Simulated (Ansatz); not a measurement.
# W: energy and pressure over a range of volumes

Aim: scale the cell of W up and down at fixed shape and fractional positions, and get the equilibrium volume and bulk modulus with PAW.

Program: Ansatz 0.2.0. Level of theory: DFT r²SCAN, scalar-relativistic. These are calculated values, not measurements.

## (1) Starting point

It takes space group Im-3m (No. 229, cubic). The conventional cell has a = 3.170 Å, b = 3.170 Å, c = 3.170 Å, α = 90.00°, β = 90.00°, γ = 90.00°. W (site symmetry m-3m) is surrounded by 8 W at 2.75 Å.

As a file:

```cif
data_structure
_symmetry_space_group_name_H-M 'P 1'
_symmetry_Int_Tables_number 1
_cell_length_a 2.7456
_cell_length_b 2.7456
_cell_length_c 2.7456
_cell_angle_alpha 109.471
_cell_angle_beta 109.471
_cell_angle_gamma 109.471
_cell_volume 15.93
loop_
_atom_site_label
_atom_site_type_symbol
_atom_site_fract_x
_atom_site_fract_y
_atom_site_fract_z
_atom_site_occupancy
W1 W 0.00000 0.00000 0.00000 1
```

Structure from a Materials Project entry, not relaxed further.

## (2) Volume × 0.96, PAW

input.yaml reads:

```yaml
crystal:
  lattice:
    - [-1.5637341028, 1.5637341028, 1.5637341028]
    - [1.5637341028, -1.5637341028, 1.5637341028]
    - [1.5637341028, 1.5637341028, -1.5637341028]
  atoms:
    - { symbol: W, position: [0.0, 0.0, 0.0] }
kpoints:
  mp_grid: { grid: [16, 16, 16] }
scf:
  occupations: { method: fermi_dirac, width: 0.03 }
hamiltonian:
  xc: r2scan
  pseudopotentials: { kind: paw }
output:
  forces: true
  stress: true
  eigenvalues: true
  efg: { contact_densities: true }
```

Standard output, cut to the lines that bear on the results:

```text
W: output.efg is read without spin–orbit coupling, which moves field gradients at and beside such atoms by some per cent and up to a factor of two; PAW files take it under magnetization.noncollinear and magnetization.spin_orbit
[...]
Pseudopotentials: kind: paw
Pseudopotential: W, paw, valence charge 14, recommended cutoff 500 eV (meta_gga)
Functional definition: r2SCAN
[...]
Crystal: 1 atoms, lattice volume = 15.295 Å³
Basis set: ecut = 500 eV, 381 PW (Γ), exchange–correlation on 80×80×80 points (64 copies of the dense FFT grid, shifted against one another)
Bands: 11, of which v1, the nominal top of the filled ones, is band 7 counted from 1 (6 counted from 0)
Symmetry: 48 space group operations
Space group: Im-3m (ITA 229), of the structure as read, at distance tolerance 2.5e-5 Å
k-points: 145 of 4096
[...]
SCF iter   1: F=—  HF=-10397.256783 eV  |F-HF|=—  |Δ(HF+E_count)|=         —  Δρ=6.32e-3  dr2=2.23e-3  dr2_τ=5.82e-2  ethr=1.77e-3  ⟨swp⟩=5.8  Hψ=9680  notcnv=0
[...]
SCF iter   6: F=-10397.277214 eV  HF=-10397.277214 eV  |F-HF|=8.91e-11  |Δ(HF+E_count)|=   3.65e-9  Δρ=1.44e-6  dr2=9.14e-11  dr2_τ=1.54e-11  ethr=3.37e-11  ⟨swp⟩=2.1  Hψ=5285  notcnv=0
[...]
SCF converged after 6 iterations
Free energy (F): -10397.277214 eV
[...]
E sigma→0 (E₀):  -10397.276286 eV
Entropy (-TS):   -0.001855 eV (-1.855 meV/atom)
Fermi energy:    23.445071 eV
[...]
--- Forces (eV/Å), atoms counted from 1 ---
  atom   1  W     -0.00000000     0.00000000     0.00000000
[...]
--- Stress (GPa, compression-positive) ---
       13.195954       0.000000      -0.000000
       -0.000000      13.195954      -0.000000
       -0.000000      -0.000000      13.195954
  P = ⅓ Tr σ = 13.1960 GPa (131.960 kbar)
--- Band table (eV; the first three rows and the last of 145) ---
  k-point 0: bands = ["-52.5881", "-15.4331", "-15.4331", "-15.4331", "13.0833", "22.0422", "22.0422", "22.0422", "26.0224", "26.0224", "38.6324"]
[...]
```

Wall time 2.7 s (1 thread, shared host).

In short: pressure 13.20 GPa; no gap.

## (3) Volume × 0.98, PAW

input.yaml, as its differences from that of step 2:

```diff
@@ -2,5 +2,5 @@
   lattice:
-    - [-1.5637341028, 1.5637341028, 1.5637341028]
-    - [1.5637341028, -1.5637341028, 1.5637341028]
-    - [1.5637341028, 1.5637341028, -1.5637341028]
+    - [-1.5745188167, 1.5745188167, 1.5745188167]
+    - [1.5745188167, -1.5745188167, 1.5745188167]
+    - [1.5745188167, 1.5745188167, -1.5745188167]
   atoms:
```

Standard output, cut to the lines that bear on the results:

```text
W: output.efg is read without spin–orbit coupling, which moves field gradients at and beside such atoms by some per cent and up to a factor of two; PAW files take it under magnetization.noncollinear and magnetization.spin_orbit
[...]
Pseudopotentials: kind: paw
Pseudopotential: W, paw, valence charge 14, recommended cutoff 500 eV (meta_gga)
Functional definition: r2SCAN
[...]
Crystal: 1 atoms, lattice volume = 15.614 Å³
Basis set: ecut = 500 eV, 381 PW (Γ), exchange–correlation on 80×80×80 points (64 copies of the dense FFT grid, shifted against one another)
Bands: 11, of which v1, the nominal top of the filled ones, is band 7 counted from 1 (6 counted from 0)
Symmetry: 48 space group operations
Space group: Im-3m (ITA 229), of the structure as read, at distance tolerance 2.5e-5 Å
k-points: 145 of 4096
[...]
SCF iter   1: F=—  HF=-10397.277491 eV  |F-HF|=—  |Δ(HF+E_count)|=         —  Δρ=6.29e-3  dr2=2.18e-3  dr2_τ=5.47e-2  ethr=1.77e-3  ⟨swp⟩=5.8  Hψ=9631  notcnv=0
[...]
SCF iter   6: F=-10397.296092 eV  HF=-10397.296092 eV  |F-HF|=5.44e-10  |Δ(HF+E_count)|=   1.03e-8  Δρ=3.36e-6  dr2=5.32e-10  dr2_τ=1.93e-10  ethr=5.09e-11  ⟨swp⟩=2.0  Hψ=5239  notcnv=0
[...]
SCF converged after 6 iterations
Free energy (F): -10397.296092 eV
[...]
E sigma→0 (E₀):  -10397.295067 eV
Entropy (-TS):   -0.002050 eV (-2.050 meV/atom)
Fermi energy:    22.899469 eV
[...]
--- Forces (eV/Å), atoms counted from 1 ---
  atom   1  W     -0.00000000     0.00000000    -0.00000000
[...]
--- Stress (GPa, compression-positive) ---
        5.919663      -0.000000      -0.000000
       -0.000000       5.919663      -0.000000
       -0.000000      -0.000000       5.919663
  P = ⅓ Tr σ = 5.9197 GPa (59.197 kbar)
--- Band table (eV; the first three rows and the last of 145) ---
  k-point 0: bands = ["-53.1546", "-16.0354", "-16.0354", "-16.0354", "12.6573", "21.5395", "21.5395", "21.5395", "25.4368", "25.4368", "38.0487"]
[...]
```

Wall time 2.6 s (1 thread, shared host).

In short: pressure 5.92 GPa; no gap.

## (4) Volume × 1.02, PAW

input.yaml, as its differences from that of step 3:

```diff
@@ -2,5 +2,5 @@
   lattice:
-    - [-1.5745188167, 1.5745188167, 1.5745188167]
-    - [1.5745188167, -1.5745188167, 1.5745188167]
-    - [1.5745188167, 1.5745188167, -1.5745188167]
+    - [-1.5956558197, 1.5956558197, 1.5956558197]
+    - [1.5956558197, -1.5956558197, 1.5956558197]
+    - [1.5956558197, 1.5956558197, -1.5956558197]
   atoms:
```

Standard output, cut to the lines that bear on the results:

```text
W: output.efg is read without spin–orbit coupling, which moves field gradients at and beside such atoms by some per cent and up to a factor of two; PAW files take it under magnetization.noncollinear and magnetization.spin_orbit
[...]
Pseudopotentials: kind: paw
Pseudopotential: W, paw, valence charge 14, recommended cutoff 500 eV (meta_gga)
Functional definition: r2SCAN
[...]
Crystal: 1 atoms, lattice volume = 16.251 Å³
Basis set: ecut = 500 eV, 381 PW (Γ), exchange–correlation on 96×96×96 points (64 copies of the dense FFT grid, shifted against one another)
Bands: 11, of which v1, the nominal top of the filled ones, is band 7 counted from 1 (6 counted from 0)
Symmetry: 48 space group operations
Space group: Im-3m (ITA 229), of the structure as read, at distance tolerance 2.5e-5 Å
k-points: 145 of 4096
[...]
SCF iter   1: F=—  HF=-10397.278477 eV  |F-HF|=—  |Δ(HF+E_count)|=         —  Δρ=6.05e-3  dr2=1.78e-3  dr2_τ=4.88e-2  ethr=1.77e-3  ⟨swp⟩=5.8  Hψ=9596  notcnv=0
[...]
SCF iter   6: F=-10397.294232 eV  HF=-10397.294232 eV  |F-HF|=1.15e-10  |Δ(HF+E_count)|=   4.90e-9  Δρ=1.04e-6  dr2=2.99e-11  dr2_τ=3.04e-11  ethr=3.20e-11  ⟨swp⟩=2.1  Hψ=5340  notcnv=0
[...]
SCF converged after 6 iterations
Free energy (F): -10397.294232 eV
[...]
E sigma→0 (E₀):  -10397.293193 eV
Entropy (-TS):   -0.002078 eV (-2.078 meV/atom)
Fermi energy:    21.855865 eV
[...]
--- Forces (eV/Å), atoms counted from 1 ---
  atom   1  W      0.00000000    -0.00000000     0.00000000
[...]
--- Stress (GPa, compression-positive) ---
       -6.425076      -0.000000       0.000000
       -0.000000      -6.425076       0.000000
        0.000000      -0.000000      -6.425076
  P = ⅓ Tr σ = -6.4251 GPa (-64.251 kbar)
--- Band table (eV; the first three rows and the last of 145) ---
  k-point 0: bands = ["-54.2387", "-17.1808", "-17.1808", "-17.1808", "11.8615", "20.5838", "20.5838", "20.5838", "24.3235", "24.3235", "36.9406"]
[...]
```

Run time: 2.9 s. Hardware: 1 thread, shared host.

Result: pressure -6.43 GPa; no gap.

## (5) Volume × 1.04, PAW

input.yaml, as its differences from that of step 4:

```diff
@@ -2,5 +2,5 @@
   lattice:
-    - [-1.5956558197, 1.5956558197, 1.5956558197]
-    - [1.5956558197, -1.5956558197, 1.5956558197]
-    - [1.5956558197, 1.5956558197, -1.5956558197]
+    - [-1.6060175114, 1.6060175114, 1.6060175114]
+    - [1.6060175114, -1.6060175114, 1.6060175114]
+    - [1.6060175114, 1.6060175114, -1.6060175114]
   atoms:
```

Standard output, cut to the lines that bear on the results:

```text
W: output.efg is read without spin–orbit coupling, which moves field gradients at and beside such atoms by some per cent and up to a factor of two; PAW files take it under magnetization.noncollinear and magnetization.spin_orbit
[...]
Pseudopotentials: kind: paw
Pseudopotential: W, paw, valence charge 14, recommended cutoff 500 eV (meta_gga)
Functional definition: r2SCAN
[...]
Crystal: 1 atoms, lattice volume = 16.570 Å³
Basis set: ecut = 500 eV, 429 PW (Γ), exchange–correlation on 96×96×96 points (64 copies of the dense FFT grid, shifted against one another)
Bands: 11, of which v1, the nominal top of the filled ones, is band 7 counted from 1 (6 counted from 0)
Symmetry: 48 space group operations
Space group: Im-3m (ITA 229), of the structure as read, at distance tolerance 2.5e-5 Å
k-points: 145 of 4096
[...]
SCF iter   1: F=—  HF=-10397.261436 eV  |F-HF|=—  |Δ(HF+E_count)|=         —  Δρ=5.97e-3  dr2=1.63e-3  dr2_τ=4.63e-2  ethr=1.77e-3  ⟨swp⟩=5.8  Hψ=9512  notcnv=0
[...]
SCF iter   6: F=-10397.276056 eV  HF=-10397.276056 eV  |F-HF|=2.60e-10  |Δ(HF+E_count)|=   7.35e-9  Δρ=4.03e-6  dr2=7.51e-10  dr2_τ=2.86e-10  ethr=2.62e-10  ⟨swp⟩=3.0  Hψ=5111  notcnv=0
[...]
SCF converged after 6 iterations
Free energy (F): -10397.276056 eV
[...]
E sigma→0 (E₀):  -10397.275158 eV
Entropy (-TS):   -0.001797 eV (-1.797 meV/atom)
Fermi energy:    21.368366 eV
[...]
--- Forces (eV/Å), atoms counted from 1 ---
  atom   1  W     -0.00000000     0.00000000     0.00000000
[...]
--- Stress (GPa, compression-positive) ---
      -11.778698      -0.000000      -0.000000
        0.000000     -11.778698       0.000000
        0.000000       0.000000     -11.778698
  P = ⅓ Tr σ = -11.7787 GPa (-117.787 kbar)
--- Band table (eV; the first three rows and the last of 145) ---
  k-point 0: bands = ["-54.7514", "-17.7205", "-17.7205", "-17.7205", "11.4896", "20.1316", "20.1316", "20.1316", "23.7969", "23.7969", "36.4141"]
[...]
```

Run time: 2.8 s. Hardware: 1 thread, shared host.

This run gives: pressure -11.78 GPa; no gap.

## (6) Fits

The rows at scale 1 come from earlier runs of the unscaled cell with the same settings.

| method | volume (Å³/atom) | F above the lowest (meV/atom) | pressure (GPa) |
| --- | --- | --- | --- |
| PAW | 15.295 | 24.1 | 13.20 |
| PAW | 15.614 | 5.2 | 5.92 |
| PAW | 15.932 | 0.0 | -0.57 |
| PAW | 16.251 | 7.1 | -6.43 |
| PAW | 16.570 | 25.2 | -11.78 |

## (7) Results

```
                     quantity           value
     equilibrium volume (PAW)  15.903 Å³/atom
           bulk modulus (PAW)         312 GPa
its pressure derivative (PAW)             4.2
```

By PAW, the pressure vanishes at 15.90 Å³/atom (-0.2 % from the starting cell) and the bulk modulus there is 312 GPa (Birch-Murnaghan, third order). No thermal or zero-point expansion is included. Spin-orbit coupling is left out, though the cell holds W.
